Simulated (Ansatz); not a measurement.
In₂O₃ in the A-La2O3-type structure was relaxed with 4 functionals in Ansatz 0.2.0, cell and atoms free, the symmetry of the start kept (meshes: PBE 12×12×4, r2SCAN 12×12×4, PBEsol 12×12×4, LDA 12×12×4). All values are calculated for a non-magnetic cell, which may be hypothetical.

The PBEsol result:
```
In O
1.0
     3.41859    0.00000    0.00000
    -1.70929    2.96059    0.00000
     0.00000    0.00000    6.09664
In O
2 3
Direct
  0.33333 0.66667 0.23617
  0.66667 0.33333 0.76383
  0.00000 0.00000 0.00000
  0.33333 0.66667 0.65340
  0.66667 0.33333 0.34660
```

Space group P-3m1 (No. 164), trigonal; conventional cell a = 3.419 Å, c = 6.097 Å, 12.34 Å³ an atom. Around In lie 7 O at 2.09–2.54 Å; around O lie 6 In at 2.44 Å; around O lie 4 In at 2.09–2.54 Å.

(1) How does the cell change with LDA?

(2) How does the cell change with PBE?

(3) Held at the r2SCAN cell, what mean stress does LDA find, and does its sign point to its own minimum?

Answers

(1) a = 3.398 Å, c = 5.963 Å; the volume differs by -3.4 % from PBEsol's. In has 7 O at 2.07–2.47 Å; O has 6 In at 2.42 Å; O has 4 In at 2.07–2.47 Å.

(2) a = 3.434 Å, c = 6.364 Å; the volume differs by +5.3 % from PBEsol's. In is surrounded by 6 O at 2.10–2.47 Å; O is surrounded by 6 In at 2.47 Å; O is surrounded by 3 In at 2.10 Å.

(3) Yes. LDA -5.22 GPa, and its relaxed volume is -3.4 % from r2SCAN's. Compression counts positive, so a positive stress asks for a larger cell.
